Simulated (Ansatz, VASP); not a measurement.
**One calculation of BN, two programs**

INCAR

```
  PREC = Accurate
  ENCUT = 520
  EDIFF = 1E-6
  ISMEAR = 0
  SIGMA = 0.02
  LREAL = F
  LASPH = T
  NELM = 100
  ALGO = Fast
  ISIF = 2
  LWAVE = F
  LCHARG = F
  GGA = PE
  NBANDS = 11
```

Contents of KPOINTS:

```
Automatic mesh
0
Gamma
  12 12 12
```

The input POSCAR:

```
BN
1.0
    0.0000000000      3.4953158300      2.1660912400
    1.2516321000      0.0000000000      2.1660912400
    1.2516321000      3.4953158300      0.0000000000
B N
1 1
Direct
    0.0064858365     -0.0063885365      1.0063885365
    0.6666513400      0.6666513400      0.3333486600
```

Input for Ansatz:

```yaml
crystal:
  lattice:
    - [0.0, 3.49531583, 2.16609124]
    - [1.2516321, 0.0, 2.16609124]
    - [1.2516321, 3.49531583, 0.0]
  atoms:
    - { symbol: B, position: [0.0064858365, -0.0063885365, 1.0063885365] }
    - { symbol: "N", position: [0.66665134, 0.66665134, 0.33334866] }
basis:
  ecutwfc: 420
kpoints:
  mp_grid: { grid: [12, 12, 12] }
hamiltonian:
  xc: pbe
scf:
  occupations: { method: gaussian, width: 0.02 }
output:
  forces: true
  stress: true
  eigenvalues: true
```

Change from the starting cell: one atom moved.

Alike in both runs: task single point; functional PBE; k mesh 12 × 12 × 12; occupations gaussian, width 0.02 eV; no spin polarisation.

```csv
,VASP,Ansatz
version,VASP 6.6.1,Ansatz 0.2.0
potentials or method,"VASP PAW PBE potentials, release 64 (B, N)","scalar-relativistic, plane waves, PAW"
plane-wave cutoff (eV),520,420
valence electrons in the cell,8,8
```

|  | VASP | Ansatz | Ansatz less VASP |
| --- | --- | --- | --- |
| gap on the k mesh at the Fermi level (eV) | 3.83 | 3.84 | +0.008 |
| least direct gap on the mesh (eV) | 4.55 | 4.55 | +0.004 |
| pressure (GPa) | 3.2 | 3.1 | -0.06 |
| largest component of the traceless stress (GPa) | 1.82 | 1.61 | -0.206 |
| rms of the force components (eV/Å) | 0.336 | 0.335 | -0.0011 |

Atom by atom the forces differ by 0.001 eV/Å (rms over components).

A k mesh can miss the band edges.
